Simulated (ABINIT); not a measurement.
Runs of ABINIT 10.8.3 (patched build) on ZrB2. It takes space group P6/mmm (No. 191, hexagonal). Conventional cell: a = 3.170 Å, b = 3.170 Å, c = 3.533 Å, α = 90.00°, β = 90.00°, γ = 120.00°. Around Zr (site symmetry 6/mmm) lie 12 B at 2.54 Å. B (site symmetry -6m2) has 3 B at 1.83 Å as nearest neighbours. 

```tsv
level	gap on the mesh (eV)	pressure (GPa)
BLYP	none	7.0
AM05	none	(a)
revPBE	none	3.1
r2SCAN	none	0.4
LDA	none	(b)
```

Alike in all rows: task single point; potentials or basis JTH PAW PBE v2.0; no spin polarisation; cell as given; k mesh 10 × 10 × 8; cutoff (eV) 544; smearing fermi-dirac 0.05 eV.

Fill in the values left out.

(a) -5.0; (b) -8.7.

Caveats: the PAW data sets were made with another functional, which shifts forces and pressure a little.

A k mesh can miss the band edges, and the runs leave out spin-orbit coupling on Zr.

A gap of «none» marks a metal or a gap under the smearing width.

Runs at the PBE level aren't shown here.
